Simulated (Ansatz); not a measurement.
Theory: DFT PBE, scalar-relativistic, plane waves, PAW (Ansatz 0.2.0). Settings: cutoff 420 eV, Γ-centred meshes spaced at most about 0.3 Å⁻¹, and about 0.25 Å⁻¹ or finer for metals (2π included), Gaussian smearing. No spin polarisation.

These are static total energies at zero pressure.

Compare these two cells of Cd5O2, each relaxed at this level.

A.

```
Cd O
1.0
    -1.66322    1.66322   11.47501
     1.66322   -1.66322   11.47501
     1.66322    1.66322  -11.47501
Cd O
5 2
Direct
  0.80320 0.80320 0.00000
  0.41216 0.41216 0.00000
  0.19679 0.19679 0.00000
  0.58784 0.58784 0.00000
  0.00000 0.00000 0.00000
  0.30284 0.30284 0.00000
  0.69716 0.69716 0.00000
```

B.

```
Cd O
1.0
     3.35748    0.00000    0.00000
    -1.67874    2.90766    0.00000
     0.00000    0.00000   12.75651
Cd O
5 2
Direct
  0.00000 0.00000 0.00000
  0.33333 0.66667 0.21985
  0.66667 0.33333 0.78015
  0.66667 0.33333 0.40707
  0.33333 0.66667 0.59293
  0.33333 0.66667 0.89096
  0.66667 0.33333 0.10904
```

**Question.** Which is lower in energy, and by how much?

**Answer.** B is lower, by 40 meV/atom. A has space group I4/mmm (No. 139), 18.1 Å³/atom and no gap on its mesh; B has space group P-3m1 (No. 164), 17.8 Å³/atom and no gap. In A, Cd on a site of symmetry 4mm has 5 O at 2.35–2.43 Å and 12 Cd at 3.33–3.43 Å; around Cd on a second site of symmetry 4mm lie 1 O at 2.51 Å, 4 Cd at 3.10 Å and 8 Cd at 3.33–3.43 Å; O has 6 Cd at 2.35–2.51 Å; 1 more site not described. In B, around Cd on a site of symmetry -3m lie 6 O at 2.39 Å and 12 Cd at 3.36–3.41 Å; Cd on a site of symmetry 3m is surrounded by 3 O at 2.40 Å, 3 Cd at 3.08 Å and 9 Cd at 3.36–3.41 Å; O has 6 Cd at 2.39–2.40 Å, 9 O at 3.36–3.39 Å and 1 Cd at 3.80 Å; 1 more site not described. Both come from invented guesses.

Cells relaxed within their symmetry can be saddle points.
